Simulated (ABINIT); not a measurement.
Crystal: Re.

```
CELL_PARAMETERS angstrom
2.76639 0.00000 0.00000
-1.38319 2.39576 0.00000
0.00000 0.00000 8.93885
ATOMIC_POSITIONS crystal
Re 0.66667 0.33333 0.75000
Re 0.00000 0.00000 0.50000
Re 0.33333 0.66667 0.25000
Re 0.00000 0.00000 0.00000
```

Base run:

```yaml
Program: ABINIT 10.8.3 (patched build)
Functional: PBE
Potentials_or_basis: JTH PAW PBE v2.0
Cutoff: 599 eV
k_mesh: 9 × 9 × 2
Occupations: fermi-dirac, width 0.05 eV
Spin: no spin polarisation
```

Its results: band gap on the k mesh none (metal or under the smearing width); pressure 3.2 GPa.

**Question.** The run is repeated on the same cell with these changes: functional from PBE to PBEsol. What comes out?

**Answer.** Band gap on the k mesh none (metal or under the smearing width); pressure -6.6 GPa.

PBEsol binds more tightly than PBE, so the same cell stands under less pressure.

Caveats: the PAW data sets were made with another functional, which shifts forces and pressure a little (some runs).
